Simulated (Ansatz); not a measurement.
# BeTe: the cost of one run

Computed with Ansatz 0.2.0 (DFT r2SCAN, scalar-relativistic, plane waves, PAW).

1 further run of the same task is left out (set aside as unsound or not needed).

## Step 1: The structure to begin with

Symmetry: F-43m, No. 216, cubic system. Conventional cell: a = 5.664 Å, b = 5.664 Å, c = 5.664 Å, α = 90.00°, β = 90.00°, γ = 90.00°. Be (site symmetry -43m) is surrounded by 4 Te at 2.45 Å. Te (site symmetry -43m) has 4 Be at 2.45 Å as nearest neighbours.

Structure file:

```
Be Te
1.0
    -2.00255    2.00255    2.83195
     2.00255   -2.00255    2.83195
     2.00255    2.00255   -2.83195
Be Te
1 1
Direct
  0.00000 0.00000 0.00000
  0.25000 0.75000 0.50000
```

It is the end of an earlier relaxation with the same method, from a generated guess; it needn't be the stable form of this composition. At a tolerance of 0.02 Å it has space group F-43m (No. 216); it has 22.71 Å³/atom, an uncorrected energy of -0.36 eV/atom over the elements and, on its mesh, gap 2.03 eV.

## Step 2: Level of theory: r2SCAN

The input, input.yaml:

```yaml
crystal:
  lattice:
    - [-2.0025495318, 2.0025495318, 2.8319542232]
    - [2.0025495318, -2.0025495318, 2.8319542232]
    - [2.0025495318, 2.0025495318, -2.8319542232]
  atoms:
    - { symbol: Be, position: [0.0, 0.0, 0.0] }
    - { symbol: Te, position: [0.25, 0.75, 0.5] }
basis:
  ecutwfc: 500
kpoints:
  mp_grid: { grid: [10, 10, 10] }
  band_path:
    path:
      - [[0.0, 0.0, 0.0], [0.50000462, -0.50000462, 0.0], [0.62500231, -0.37500693, 3.46e-06]]
      - [[0.37500346, -0.37500346, 0.37500346], [0.0, 0.0, 0.0], [0.49999769, -6.93e-06, 6.93e-06], [0.50000462, -0.50000462, 0.25000231], [0.50000462, -0.50000462, 0.0]]
    npoints: 14
hamiltonian:
  xc: r2scan
scf:
  occupations: { method: gaussian, width: 0.02 }
  n_extra_bands: 6
output:
  forces: true
  stress: true
  eigenvalues: true
  populations: true
  dos: { projected: true, de: 0.02, nscf_kmesh: { grid: [15, 15, 15] } }
  bader: true
```

On the command line:

```sh
> ansatz run input.yaml --threads 1 --pin off --max-ram 2560MiB --backend cpu --events-out ev --progress --plain --runs-dir out
```

**Question.** How long does this run take on 1 thread of Arm Neoverse V1, shared host, and how much memory does it need?

About 60 s, with a peak of 0.49 GiB.
